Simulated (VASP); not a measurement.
Here is a VASP 6.6.1 calculation.

The input INCAR:

```
PREC = Accurate ; ENCUT = 600
EDIFF = 1E-7 ; ISMEAR = -1
SIGMA = 0.05 ; LREAL = F
LASPH = T ; NELM = 100
ALGO = Normal ; ISIF = 3
LWAVE = F ; LCHARG = F
GGA = RP ; IVDW = 13
IBRION = 2 ; NSW = 60
EDIFFG = -0.01
```

File KPOINTS:

```
regular mesh
0
Gamma
  10 10 6
```

File POSCAR:

```
Ta2N
1.0
    3.1128615060      0.0000000000      0.0000000000
   -1.5564307530      2.6958171426      0.0000000000
    0.0000000000      0.0000000000      4.8698410000
Ta N
2 1
Direct
    0.3333333333      0.6666666667      0.2547110000
    0.6666666667      0.3333333333      0.7452890000
    0.0000000000      0.0000000000      0.0000000000
```

Potentials or basis: VASP PAW PBE potentials, release 64 (Ta_pv, N).

Run with:

```sh
$ cat potpaw_PBE.64/Ta_pv/POTCAR potpaw_PBE.64/N/POTCAR > POTCAR
$ mpirun -np 1 vasp_std > vasp.out
```

Q: What does it give for the relaxed volume?

A: 13.42 Å³/atom.

Q: Estimate the band gap on the k mesh.

A: None (metal or under the smearing width).

Q: What does it give for the relaxed cell?

A: a = 3.084 Å, b = 3.084 Å, c = 4.887 Å, α = 90.00°, β = 90.00°, γ = 120.00°.

Forces on the atoms (eV/Å):
```
Ta   0.000  0.000  0.004
Ta   0.000  0.000 -0.004
N    0.000  0.000  0.000
```

Caveat: the PAW data sets were made with another functional, which shifts forces and pressure a little; pairwise dispersion overbinds metals, which lowers pressure and volume. Spin-orbit coupling is left out, which matters for the levels of Ta.
